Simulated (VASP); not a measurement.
TiC, 14 atoms in the cell. The cell holds a slab with vacuum, 14 atoms: a = 3.036 Å, b = 3.036 Å, c = 27.880 Å, α = 90.00°, β = 90.00°, γ = 90.00°.  The cell isn't the ideal one: (1 0 0) slab, atoms relaxed.

| Property | Result |
| --- | --- |
| Program | VASP 6.6.1 |
| Task | single point |
| Functional | PBEsol |
| Potentials or basis | VASP PAW PBE potentials, release 64 (Ti_sv, C) |
| Cutoff | 520 eV |
| k mesh | 11 × 11 × 1 |
| Occupations | gaussian, width 0.1 eV |
| Spin | no spin polarisation |
| Dipole correction | yes |
| Further INCAR settings | ALGO = Fast; EDIFF = 1e-07; NBANDS = 69 |

Potentials or basis: VASP PAW PBE potentials, release 64 (Ti_sv, C).

The run is started by

```sh
$ cat potpaw_PBE.64/Ti_sv/POTCAR potpaw_PBE.64/C/POTCAR > POTCAR
$ mpirun -np 1 vasp_std > vasp.out
```

Hardware: 1 thread of Intel(R) Xeon(R) Platinum 8259CL CPU @ 2.50GHz (Skylake/Cascade Lake) (shared host).

Estimate the wall time of this run.

It took 27 min on 1 thread of Intel(R) Xeon(R) Platinum 8259CL CPU @ 2.50GHz (Skylake/Cascade Lake), with other jobs on the host, peak memory 0.49 GiB. Counts: scf iterations 51, k points 21.
